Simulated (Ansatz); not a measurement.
# HfN (Fm-3m): displacement scan with seeded SCF runs in Python

A script is to give a displacement scan with seeded SCF runs; the system is HfN (Fm-3m).

Computed with Ansatz 0.2.0, driven from Python. Level of theory: DFT PBE, plane waves, PAW.

## (1) Starting point

Symmetry: Fm-3m, No. 225, cubic system. Conventional cell: a = 4.512 Å, b = 4.512 Å, c = 4.512 Å, α = 90.00°, β = 90.00°, γ = 90.00°. Hf (site symmetry m-3m) is surrounded by 6 N at 2.26 Å. Around N (site symmetry m-3m) lie 6 Hf at 2.26 Å.

No structure file is read: the coordinates are typed or built in the script.

## (2) The script

File walk.py:

```python
# -*- coding: utf-8 -*-
"""Move one atom of HfN step by step, each SCF seeded by the last."""

import ansatz as az
import numpy as np
from tabulate import tabulate

crystal = (
    az.Lattice.of([0.0, 2.256, 2.256], [2.256, 0.0, 2.256], [2.256, 2.256, 0.0])
    .atom("Hf", [0.0, 0.0, 0.0])
    .atom("N", [0.5, 0.5, 0.5])
)

start = np.array(crystal.resolved().sites[0].position)
previous, rows = None, []
for step in range(5):
    target = start + step * 0.015 * np.eye(3)[0]
    calculation = (
        crystal.move(0, to=target).calculation()
        .functional("pbe")  # exchange and correlation
        .kpoints(8, center="gamma")  # finer meshes matter most for metals
        .occupations("Gaussian", width=0.05)
        .forces()
    )
    session = calculation.session()
    if previous is not None:
        session.seed_next_step(previous)
    previous = session.plan(retain="density").execute()
    summary = previous.report
    rows.append((step, summary["lagrangian_ev"], float(np.linalg.norm(summary["forces_ev_ang"][0])), summary["n_iterations"], summary["n_symmetry_ops"]))
rows = [(row[0], 1000 * (row[1] - rows[0][1]), *row[2:]) for row in rows]
print(tabulate(rows, headers=["step", "dE meV", "force on it eV/A", "iterations", "operations"], floatfmt=".4f", tablefmt="simple"))
```

## (3) The input behind the calls

The package turns the script's settings into the engine's input (first run):

```yaml
crystal:
  lattice:
    - [0.0, 2.256, 2.256]
    - [2.256, 0.0, 2.256]
    - [2.256, 2.256, 0.0]
  atoms:
    - { symbol: Hf, position: [0.0, 0.0, 0.0] }
    - { symbol: "N", position: [0.5, 0.5, 0.5] }
kpoints:
  mp_grid:
    grid: [8, 8, 8]
    shift: [0.0, 0.0, 0.0]
hamiltonian:
  xc: pbe
scf:
  occupations:
    method: gaussian
    width: 0.05
output:
  forces: true
```

## (4) The run

The run is started by

```bash
$ python walk.py
```

Log:

```text
DeckWarning: basis.ecutwfc = 420 eV, auto-derived from the records' recommended cutoffs: set by Hf (normal level)
  step    dE meV    force on it eV/A    iterations    operations
------  --------  ------------------  ------------  ------------
     0    0.0000              0.0000             6            48
     1   13.6163              0.5732             6             4
     2   54.9949              1.1522             7             4
     3  123.1531              1.6554             7             4
     4  214.8951              2.1898             7             4
```

(Warnings from the package without file and line.)

It took 14 s on 1 thread of Intel Xeon 6975P-C (Granite Rapids), shared host; peak memory 0.44 GiB.

## (5) Inputs of later runs

The engine's inputs for some of the other runs:

Run 2, against run 1:

```diff
@@ -7 +7 @@
-    - { symbol: Hf, position: [0.0, 0.0, 0.0] }
+    - { symbol: Hf, position: [0.015, 0.0, 0.0] }
```

Run 4, against run 1:

```diff
@@ -7 +7 @@
-    - { symbol: Hf, position: [0.0, 0.0, 0.0] }
+    - { symbol: Hf, position: [0.045, 0.0, 0.0] }
```

Run 5, against run 1:

```diff
@@ -7 +7 @@
-    - { symbol: Hf, position: [0.0, 0.0, 0.0] }
+    - { symbol: Hf, position: [0.06, 0.0, 0.0] }
```

Lines on the test bed's own set-up are left out of the output.

A comment line of the script is reworded here; the code is as run.

## (6) The runs side by side

From the records of these 5 runs:

```csv
run,shift of atom 1 from run 1 (Å),energy from run 1 (meV/atom),SCF cycles,CPU time (s)
1,0.000,0.00,6,0.76
2,0.048,6.81,6,3.1
3,0.096,27.50,7,3.5
4,0.144,61.58,7,3
5,0.191,107.45,7,2.6
```

Energies are free energies F = E - TS of the smeared occupations. 

## (7) Summary of results

| quantity | value |
| --- | --- |
| runs compared | 5 |
| range of energy | 107.45 meV/atom |
| lowest point, shift of atom 1 from run 1 (Å) | 0.000 |

The lowest point is at the first value of the scan; the highest lies 107.4 meV/atom above it. The dearest, run 3 (shift of atom 1 from run 1 0.096), took some 4.6 times as long as run 1 (shift of atom 1 from run 1 0.000). What to keep in mind:
- No spin polarisation was allowed.
- For a metal this k-point mesh is coarse: on a finer one energies can move by several to tens of meV an atom and pressures by half a GPa or more, differences at one mesh by less.
- Spin-orbit coupling, which matters for elements this heavy, is left out.
- The first step keeps the crystal's symmetry; the moved atom lowers it.
